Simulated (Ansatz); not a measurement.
**HfSi2: how the free axis answers a strain**

HfSi2, Cmcm, a = 3.683 Å, b = 14.592 Å, c = 3.660 Å. The structure is a COD entry; whether it is the stable form wasn't checked. Ansatz: PBE, PAW, 420 eV, Γ-centred 10×4×10 mesh on 12 atoms, Gaussian smearing 0.10 eV; no spin polarisation. Series: biaxial strain in the a-b plane, c and atoms relaxed; x is the strain in per cent. y is the change of c in per cent of 3.660 Å.

| x (%) | y (%) |
| --- | --- |
| -3.0 | ? |
| -2.0 | 1.25 |
| -1.0 | 0.61 |
| 0.0 | 0.00 |
| 1.0 | -0.63 |
| 2.0 | -1.25 |
| 3.0 | -1.83 |

Task: Fit y = c1 x + c2 x² to the other rows, say what c1 measures, and predict the missing y.

Result: Least squares on the rows shown. y = −0.6207 x + 0.002335 x². With no stress along c, c1 = −(C13 + C23)/C33 = -0.621. At x = -3.0 the fit asked for gives 1.88 %. The run gave 1.98 %, so the fit is 0.10 % too low, 2.6 % of the span of the series, against an rms of 0.01 % on the fitted rows. The row lies outside the fitted range. With a term in x³ added, a fit to the same known rows predicts 1.84 %, further off still.

Spin–orbit coupling is left out, which can shift energies with elements as heavy as these.